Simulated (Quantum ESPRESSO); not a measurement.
# Pd (Fm-3m) in Quantum ESPRESSO: a series of runs

The runs below take Pd through phonons, with PBE.

Everything below comes from runs of Quantum ESPRESSO 7.5. Logs are shortened: lines on timing, memory, paths and dates and some standing lists are left out, and cuts for length are marked.

## (1) Starting point

Symmetry: Fm-3m, No. 225, cubic system. Conventional cell: a = 3.893 Å, b = 3.893 Å, c = 3.893 Å, α = 90.00°, β = 90.00°, γ = 90.00°. Pd (site symmetry m-3m) has 12 Pd at 2.75 Å as nearest neighbours.

## (2) Phonons, PBE

Input file pw.in:

```
&CONTROL
  calculation = 'scf'
  prefix = 'pwscf'
  outdir = './tmp'
  pseudo_dir = './pseudo'
  tprnfor = .true.
  tstress = .true.
  disk_io = 'low'
/
&SYSTEM
  ibrav = 0
  A = 2.7527667
  nat = 1
  ntyp = 1
  ecutwfc = 82
  nbnd = 15
  occupations = 'smearing'
  smearing = 'mv'
  degauss = 0.01469973
/
&ELECTRONS
  conv_thr = 2d-10
  electron_maxstep = 120
  mixing_beta = 0.5
/
ATOMIC_SPECIES
Pd   106.4200 Pd.upf
CELL_PARAMETERS alat
   0.0000000000    0.7071067810    0.7071067810
   0.7071067810    0.0000000000    0.7071067810
   0.7071067810    0.7071067810    0.0000000000
ATOMIC_POSITIONS alat
Pd     0.0000000000    0.0000000000    0.0000000000
K_POINTS automatic
10 10 10 0 0 0
```

Input file relax.in:

```
&CONTROL
  calculation = 'vc-relax'
  prefix = 'pwscf'
  outdir = './tmp'
  pseudo_dir = './pseudo'
  tprnfor = .true.
  tstress = .true.
  disk_io = 'low'
  nstep = 40
  forc_conv_thr = 0.0001
  etot_conv_thr = 1d-06
/
&SYSTEM
  ibrav = 0
  A = 2.7527667
  nat = 1
  ntyp = 1
  ecutwfc = 82
  nbnd = 15
  occupations = 'smearing'
  smearing = 'mv'
  degauss = 0.01469973
/
&ELECTRONS
  conv_thr = 2d-10
  electron_maxstep = 120
  mixing_beta = 0.5
/
&IONS
  ion_dynamics = 'bfgs'
/
&CELL
  cell_dynamics = 'bfgs'
  press = 0
  press_conv_thr = 0.2
/
ATOMIC_SPECIES
Pd   106.4200 Pd.upf
CELL_PARAMETERS alat
   0.0000000000    0.7071067810    0.7071067810
   0.7071067810    0.0000000000    0.7071067810
   0.7071067810    0.7071067810    0.0000000000
ATOMIC_POSITIONS alat
Pd     0.0000000000    0.0000000000    0.0000000000
K_POINTS automatic
10 10 10 0 0 0
```

Input file scf2.in:

```
&CONTROL
  calculation = 'scf'
  prefix = 'pwscf'
  outdir = './tmp'
  pseudo_dir = './pseudo'
  tprnfor = .true.
  tstress = .true.
  disk_io = 'low'
/
&SYSTEM
  ibrav = 0
  A = 2.78500005
  nat = 1
  ntyp = 1
  ecutwfc = 82
  nbnd = 15
  occupations = 'smearing'
  smearing = 'mv'
  degauss = 0.01469973
/
&ELECTRONS
  conv_thr = 1d-13
  electron_maxstep = 120
  mixing_beta = 0.5
  startingpot = 'file'
  startingwfc = 'file'
/
ATOMIC_SPECIES
Pd   106.4200 Pd.upf
CELL_PARAMETERS alat
   0.0000000000    0.7071067820    0.7071067820
   0.7071067820    0.0000000000    0.7071067820
   0.7071067820    0.7071067820    0.0000000000
ATOMIC_POSITIONS alat
Pd     0.0000000000    0.0000000000    0.0000000000
K_POINTS automatic
10 10 10 0 0 0
```

Input file ph.in:

```
phonons of Pd
&INPUTPH
  prefix = 'pwscf'
  outdir = './tmp'
  tr2_ph = 1d-18
  fildyn = 'dyn'
  niter_ph = 90
  alpha_mix(1) = 0.4
/
0.0000000000 0.7071067812 0.0000000000
```

Potentials or basis: Ansatz NC SR PBE.

Started as:

```bash
OMP_NUM_THREADS=1 pw.x -in pw.in > pw.out
OMP_NUM_THREADS=1 pw.x -in relax.in > relax.out
OMP_NUM_THREADS=1 pw.x -in scf2.in > scf2.out
OMP_NUM_THREADS=1 ph.x -in ph.in > ph.out
```

pw.out:

```text
[... set-up lines left out ...]
     Self-consistent Calculation

     iteration #  1     ecut=    82.00 Ry     beta= 0.50
     Davidson diagonalization with overlap
     ethr =  1.00E-02,  avg # of iterations =  4.4

     total energy              =    -270.82470234 Ry
     estimated scf accuracy    <       0.24263418 Ry

     iteration #  2     ecut=    82.00 Ry     beta= 0.50
     Davidson diagonalization with overlap
     ethr =  1.35E-03,  avg # of iterations =  2.1

     total energy              =    -270.88693159 Ry
     estimated scf accuracy    <       0.03685154 Ry

     iteration #  3     ecut=    82.00 Ry     beta= 0.50
     Davidson diagonalization with overlap
     ethr =  2.05E-04,  avg # of iterations =  1.9

     total energy              =    -270.89413015 Ry
     estimated scf accuracy    <       0.00154140 Ry

     iteration #  4     ecut=    82.00 Ry     beta= 0.50
     Davidson diagonalization with overlap
     ethr =  8.56E-06,  avg # of iterations =  2.9

     total energy              =    -270.89435127 Ry
     estimated scf accuracy    <       0.00002740 Ry

     iteration #  5     ecut=    82.00 Ry     beta= 0.50
     Davidson diagonalization with overlap
     ethr =  1.52E-07,  avg # of iterations =  2.2

     total energy              =    -270.89434382 Ry
     estimated scf accuracy    <       0.00001501 Ry

     iteration #  6     ecut=    82.00 Ry     beta= 0.50
     Davidson diagonalization with overlap
     ethr =  8.34E-08,  avg # of iterations =  2.0

     total energy              =    -270.89434610 Ry
     estimated scf accuracy    <       0.00000199 Ry

     iteration #  7     ecut=    82.00 Ry     beta= 0.50
     Davidson diagonalization with overlap
     ethr =  1.11E-08,  avg # of iterations =  1.5

     total energy              =    -270.89434639 Ry
     estimated scf accuracy    <          7.2E-09 Ry

     iteration #  8     ecut=    82.00 Ry     beta= 0.50
     Davidson diagonalization with overlap
     ethr =  3.98E-11,  avg # of iterations =  2.8

     total energy              =    -270.89434640 Ry
     estimated scf accuracy    <          1.5E-09 Ry

     iteration #  9     ecut=    82.00 Ry     beta= 0.50
     Davidson diagonalization with overlap
     ethr =  8.20E-12,  avg # of iterations =  1.0

     End of self-consistent calculation

          k = 0.0000 0.0000 0.0000 (  1243 PWs)   bands (ev):

   -64.2842 -29.7869 -29.7869 -29.7869  12.6712  16.9843  16.9843  16.9843
    18.5988  18.5988  36.8429  41.5619  41.5619  41.5619  47.0939

          k = 0.0707 0.0707-0.0707 (  1249 PWs)   bands (ev):

   -64.2790 -29.8270 -29.7926 -29.7926  13.0288  16.8656  17.1026  17.1026
    18.5472  18.5472  37.1838  39.6712  41.9758  41.9758  47.5000

          k = 0.1414 0.1414-0.1414 (  1266 PWs)   bands (ev):

   -64.2653 -29.9313 -29.8074 -29.8074  13.9294  16.7498  17.2830  17.2830
    18.5808  18.5808  36.0450  38.0703  42.9759  42.9759  45.5980

          k = 0.2121 0.2121-0.2121 (  1254 PWs)   bands (ev):

   -64.2484 -30.0588 -29.8257 -29.8257  14.5835  17.2044  17.2044  17.5236
    19.0099  19.0099  32.4931  37.4932  43.0116  43.0116  45.6976

          k = 0.2828 0.2828-0.2828 (  1251 PWs)   bands (ev):

   -64.2347 -30.1608 -29.8405 -29.8405  14.5829  17.0177  17.0177  19.4700
    19.5615  19.5615  29.0024  36.5961  41.4502  41.4502  46.5567

          k =-0.3536-0.3536 0.3536 (  1224 PWs)   bands (ev):

   -64.2295 -30.1995 -29.8462 -29.8462  14.5199  16.9360  16.9360  19.8053
    19.8053  20.8296  27.1472  36.2377  40.7701  40.7701  47.0025

          k = 0.1414-0.0000 0.0000 (  1255 PWs)   bands (ev):

   -64.2772 -29.8257 -29.8017 -29.8017  13.1486  16.7255  17.2033  17.2033
    18.3368  18.7028  37.3631  40.2623  41.2396  41.2396  48.4547

          k = 0.2121 0.0707-0.0707 (  1264 PWs)   bands (ev):

   -64.2664 -29.9032 -29.8194 -29.8129  13.8897  16.4778  17.4028  17.4409
    18.2271  18.8247  37.2786  38.3224  40.9369  42.0280  46.3981

          k = 0.2828 0.1414-0.1414 (  1255 PWs)   bands (ev):

   -64.2506 -30.0193 -29.8387 -29.8312  14.7240  16.6338  17.2054  17.4788
    18.8975  19.1813  33.9090  37.9596  40.5165  42.5041  45.8880

          k = 0.3536 0.2121-0.2121 (  1249 PWs)   bands (ev):

   -64.2359 -30.1258 -29.8532 -29.8525  14.8444  16.9015  17.3089  17.7009
    19.6527  20.3174  30.2199  37.0380  39.9042  41.2137  46.9097

          k =-0.2828-0.4243 0.4243 (  1235 PWs)   bands (ev):

   -64.2278 -30.1830 -29.8703 -29.8553  14.7606  16.7521  17.1612  18.5729
    19.8214  22.0419  27.4008  36.4450  39.7287  39.8927  47.2610

          k =-0.2121-0.3536 0.3536 (  1240 PWs)   bands (ev):

   -64.2295 -30.1701 -29.8756 -29.8462  14.7984  16.8107  17.1576  18.5325
    19.4960  21.6615  28.1463  36.4559  39.2381  41.0655  46.7516

          k =-0.1414-0.2828 0.2828 (  1255 PWs)   bands (ev):

   -64.2404 -30.0926 -29.8666 -29.8287  14.9010  16.9991  17.3133  17.5061
    18.8389  20.2312  31.4574  36.9792  39.9430  43.3917  44.7520

          k =-0.0707-0.2121 0.2121 (  1260 PWs)   bands (ev):

   -64.2562 -29.9800 -29.8455 -29.8093  14.5275  16.5496  17.3134  17.4826
    18.2580  19.2631  35.1097  37.5860  41.2735  43.0928  44.9095

          k = 0.0000-0.1414 0.1414 (  1261 PWs)   bands (ev):

   -64.2710 -29.8782 -29.8173 -29.7954  13.5864  16.6501  17.2800  17.2987
    18.2906  18.7455  37.5102  38.2213  41.1177  43.3263  45.2365

          k = 0.2828-0.0000 0.0000 (  1263 PWs)   bands (ev):

   -64.2591 -29.9259 -29.8405 -29.8405  14.3448  16.0989  17.8319  17.8319
    17.8838  18.9829  38.6384  38.7583  39.3485  39.3485  45.8362

          k = 0.3536 0.0707-0.0707 (  1260 PWs)   bands (ev):

   -64.2461 -30.0066 -29.8632 -29.8626  15.0004  15.8500  17.4663  18.0797
    18.9201  19.2786  35.6294  38.1878  38.2620  40.2481  44.6639

          k = 0.4243 0.1414-0.1414 (  1252 PWs)   bands (ev):

   -64.2324 -30.0926 -29.8940 -29.8774  15.1972  16.1485  17.2017  17.9818
    19.7246  20.7821  31.8024  36.8994  37.5675  40.0631  46.7725

          k =-0.2121-0.4950 0.4950 (  1244 PWs)   bands (ev):

   -64.2233 -30.1451 -29.9274 -29.8792  15.1935  16.3400  17.4241  17.7925
    19.8656  23.2123  28.3142  35.5865  37.8275  39.1766  48.0973

          k =-0.1414-0.4243 0.4243 (  1242 PWs)   bands (ev):

   -64.2222 -30.1463 -29.9488 -29.8674  15.3312  16.3875  17.5639  17.6860
    19.4959  24.0168  27.6309  34.6450  38.6980  39.2089  47.4453

          k =-0.0707-0.3536 0.3536 (  1248 PWs)   bands (ev):

   -64.2296 -30.1021 -29.9438 -29.8464  15.5756  16.5688  17.0516  17.7322
    18.7833  22.1087  30.8422  34.3390  39.0411  41.5343  45.0377

          k = 0.0000-0.2828 0.2828 (  1259 PWs)   bands (ev):

   -64.2426 -30.0389 -29.9041 -29.8242  15.4559  16.2737  17.0725  17.9076
    18.0631  20.4753  34.1517  35.0270  40.2410  42.7519  44.0533

          k = 0.4243 0.0000-0.0000 (  1267 PWs)   bands (ev):

   -64.2366 -30.0465 -29.8882 -29.8882  14.9973  15.4056  18.7151  18.7572
    18.7572  19.3457  36.3959  36.3959  36.8151  40.0396  41.9367

          k = 0.4950 0.0707-0.0707 (  1250 PWs)   bands (ev):

   -64.2258 -30.1021 -29.9184 -29.9057  14.9893  15.2622  18.3911  18.8756
    19.7376  20.8949  33.4873  35.0601  35.4033  40.5562  42.9748

          k =-0.1414-0.5657 0.5657 (  1241 PWs)   bands (ev):

   -64.2177 -30.1283 -29.9667 -29.9086  15.0423  15.5452  17.9455  18.6788
    19.9276  23.6685  29.9616  33.3072  35.5219  40.1799  46.1881

          k =-0.0707-0.4950 0.4950 (  1242 PWs)   bands (ev):

   -64.2156 -30.1086 -30.0210 -29.8957  15.3090  16.0197  17.4008  18.4499
    19.5940  26.3800  27.3995  31.8672  36.8499  39.6242  48.6764

          k =-0.0000-0.4243 0.4243 (  1238 PWs)   bands (ev):

   -64.2201 -30.0860 -30.0250 -29.8720  15.7409  16.5028  16.7402  18.1837
    19.0405  24.2505  30.3374  31.2463  39.0674  39.2164  46.8631

          k = 0.5657-0.0000 0.0000 (  1246 PWs)   bands (ev):

   -64.2185 -30.1415 -29.9267 -29.9267  14.6401  14.8962  19.6544  19.6938
    19.6938  21.3140  32.9928  33.9601  33.9601  41.0297  41.2741

          k =-0.0707-0.6364 0.6364 (  1242 PWs)   bands (ev):

   -64.2132 -30.1584 -29.9538 -29.9323  14.6243  14.9071  19.3139  19.4951
    20.0125  23.4869  31.2204  32.0740  33.7083  41.0665  42.8959

          k = 0.0000-0.5657 0.5657 (  1248 PWs)   bands (ev):

   -64.2121 -30.1334 -30.0025 -29.9205  14.8885  15.3420  18.3536  19.1365
    19.8260  25.9013  29.1795  30.6655  34.7983  40.5155  46.1548

          k =-0.7071 0.0000 0.0000 (  1234 PWs)   bands (ev):

   -64.2115 -30.1772 -29.9413 -29.9413  14.4222  14.7118  19.7762  20.1215
    20.1215  23.1675  30.5914  33.0018  33.0018  41.3748  41.4231

          k = 0.2828 0.1414 0.0000 (  1265 PWs)   bands (ev):

   -64.2545 -29.9700 -29.8581 -29.8233  14.6866  16.1884  17.2971  17.8356
    18.2353  19.3017  36.3461  37.0860  40.8550  40.8937  46.2339

          k = 0.3536 0.2121-0.0707 (  1257 PWs)   bands (ev):

   -64.2398 -30.0592 -29.8936 -29.8411  15.3044  16.3890  16.9102  17.8771
    18.8000  20.4243  33.0238  36.2888  38.9887  42.0362  45.3622

          k =-0.2828-0.4243 0.5657 (  1245 PWs)   bands (ev):

   -64.2278 -30.1340 -29.9143 -29.8602  15.2323  16.5508  17.2803  17.7194
    19.4722  22.1896  29.3759  36.0241  37.6752  41.0805  46.1321

          k =-0.2121-0.3536 0.4950 (  1236 PWs)   bands (ev):

   -64.2233 -30.1628 -29.9206 -29.8687  15.1685  16.4185  17.5470  17.8037
    19.7015  23.7481  27.1467  36.0695  37.1470  40.3140  46.7334

          k = 0.4243 0.1414-0.0000 (  1260 PWs)   bands (ev):

   -64.2342 -30.0636 -29.9083 -29.8749  15.3463  15.6015  17.3772  18.7482
    18.9677  20.4743  34.5524  35.1086  37.1169  41.3223  44.1017

          k =-0.2121-0.4950 0.6364 (  1245 PWs)   bands (ev):

   -64.2234 -30.1094 -29.9494 -29.8921  15.3896  15.8547  17.1463  18.5742
    19.5556  22.5803  31.0630  34.5937  35.3907  41.6005  45.5393

          k =-0.1414-0.4243 0.5657 (  1244 PWs)   bands (ev):

   -64.2177 -30.1241 -29.9842 -29.8969  15.5087  16.0573  17.1105  18.2580
    19.7235  25.2182  27.7965  33.9012  35.1750  41.1780  46.6257

          k =-0.0707-0.3536 0.4950 (  1244 PWs)   bands (ev):

   -64.2194 -30.1091 -29.9964 -29.8836  15.8301  16.1120  16.8550  18.1933
    19.3886  24.4626  29.0240  32.8815  36.3705  41.5712  45.7772

          k = 0.0000-0.2828 0.4243 (  1244 PWs)   bands (ev):

   -64.2279 -30.0870 -29.9606 -29.8608  16.1062  16.1274  16.4380  18.3506
    18.7769  22.2436  32.4806  32.7836  37.6819  43.0687  43.8440

          k =-0.1414-0.5657 0.7071 (  1239 PWs)   bands (ev):

   -64.2178 -30.1309 -29.9487 -29.9230  14.9545  15.1567  18.3045  19.4291
    19.6889  22.8242  32.6221  33.0214  33.3365  41.8523  43.3029

          k =-0.0707-0.4950 0.6364 (  1245 PWs)   bands (ev):

   -64.2132 -30.1235 -29.9962 -29.9271  15.1072  15.4810  17.8080  18.9675
    19.9347  25.5056  29.7134  31.5488  33.4883  41.9229  46.1278

          k = 0.0000-0.4243 0.5657 (  1252 PWs)   bands (ev):

   -64.2138 -30.0767 -30.0548 -29.9104  15.4607  16.0218  17.0872  18.5546
    19.6889  26.9313  28.2700  30.7262  34.8387  41.7040  46.9707

          k =-0.7071 0.1414 0.0000 (  1250 PWs)   bands (ev):

   -64.2115 -30.1550 -29.9641 -29.9424  14.7223  14.9939  18.8795  19.4102
    20.1222  24.7375  30.4808  32.1478  32.2787  42.0539  43.4150

          k =-0.1414-0.4243 0.7071 (  1231 PWs)   bands (ev):

   -64.2160 -30.1004 -30.0062 -29.9147  15.6295  15.9167  16.8157  18.7036
    19.6790  24.9182  30.8461  31.3329  33.7774  43.9630  44.4329

          k =-0.0707-0.3536 0.6364 (  1236 PWs)   bands (ev):

   -64.2132 -30.0818 -30.0398 -29.9267  15.6207  16.2352  16.5890  18.4811
    19.9116  27.5323  27.9238  31.7885  32.6559  43.7886  45.4681

          k =-0.7071 0.2828 0.0000 (  1234 PWs)   bands (ev):

   -64.2115 -30.0964 -30.0235 -29.9442  15.3512  15.8275  17.1673  18.6624
    20.1234  27.3742  30.0311  30.2583  31.5191  43.9404  46.7448

     the Fermi energy is    19.8396 ev

!    total energy              =    -270.89434640 Ry
     estimated scf accuracy    <          2.0E-10 Ry
     smearing contrib. (-TS)   =       0.00038521 Ry
     internal energy E=F+TS    =    -270.89473161 Ry

     The total energy is F=E-TS. E is the sum of the following terms:
     one-electron contribution =     -78.28372810 Ry
     hartree contribution      =      51.65597911 Ry
     xc contribution           =     -42.34294820 Ry
     ewald contribution        =    -201.92403442 Ry

     convergence has been achieved in   9 iterations

     Forces acting on atoms (cartesian axes, Ry/au):

     atom    1 type  1   force =     0.00000000    0.00000000    0.00000000

     Total force =     0.000000     Total SCF correction =     0.000000

     Computing stress (Cartesian axis) and pressure

          total   stress  (Ry/bohr**3)                   (kbar)     P=       66.75
   0.00045373   0.00000000   0.00000000           66.75        0.00        0.00
   0.00000000   0.00045373  -0.00000000            0.00       66.75       -0.00
   0.00000000  -0.00000000   0.00045373            0.00       -0.00       66.75

=------------------------------------------------------------------------------=
   JOB DONE.
=------------------------------------------------------------------------------=
```

Run time: 3.5 min. Hardware: 1 thread of Arm Neoverse V2, shared host; peak memory 0.09 GiB.

Results:

| Item | Value |
| --- | --- |
| Free energy | -3685.7161 eV |
| Relaxed volume | 15.27 Å³/atom |
| Relaxed cell | a = 2.785 Å, b = 2.785 Å, c = 2.785 Å, α = 60.00°, β = 60.00°, γ = 60.00° |
| Space group after relaxing (to 0.05 Å) | Fm-3m (No. 225) |
| Pressure after relaxing | 0.1 GPa |
| Band gap on the k mesh | none (metal or under the smearing width) |
| Highest phonon frequency at the q point run | 214 cm⁻¹ |

Step by step:
```csv
step,energy change (eV),largest force (eV/Å),pressure (GPa),volume (Å³)
1,0.0000,0.0000,6.67,14.75
2,-0.0105,0.0000,0.20,15.26
3,-0.0106,0.0000,0.00,15.27
```

Final structure:
```xyz
1
Lattice="0.0000 1.9693 1.9693 1.9693 0.0000 1.9693 1.9693 1.9693 0.0000" Properties=species:S:1:pos:R:3 pbc="T T T"
Pd    0.0000    0.0000    0.0000
```

Levels at points of the mesh, in eV from the Fermi level:
```
             k point  band 6  band 7  band 8  band 9  band 10  band 11  band 12  band 13
  (0.00, 0.00, 0.00)   -2.70   -2.70   -2.70   -1.17    -1.17    16.99    21.52    21.52
 (0.00, 0.00, -0.50)   -2.74   -2.74   -0.03   -0.03     1.07     7.04    16.38    20.60
(0.00, -0.50, -0.50)   -4.85   -0.06    0.26    0.26     3.33    10.40    12.98    12.98
```

Phonon frequencies in cm⁻¹ (negative: imaginary):
```
              q point  frequencies
(0.500, 0.000, 0.500)  156 156 214
```

Phonon modes at q = (0.500, 0.000, 0.500) in reciprocal lattice units:
| mode | symmetry | cm⁻¹ |
| --- | --- | --- |
| 1 | E_u | 156 |
| 2 | E_u | 156 |
| 3 | A_2u | 214 |

Caveat: the mesh is thin for the phonons of a metal.

(Part 1 of 4 ends here.)
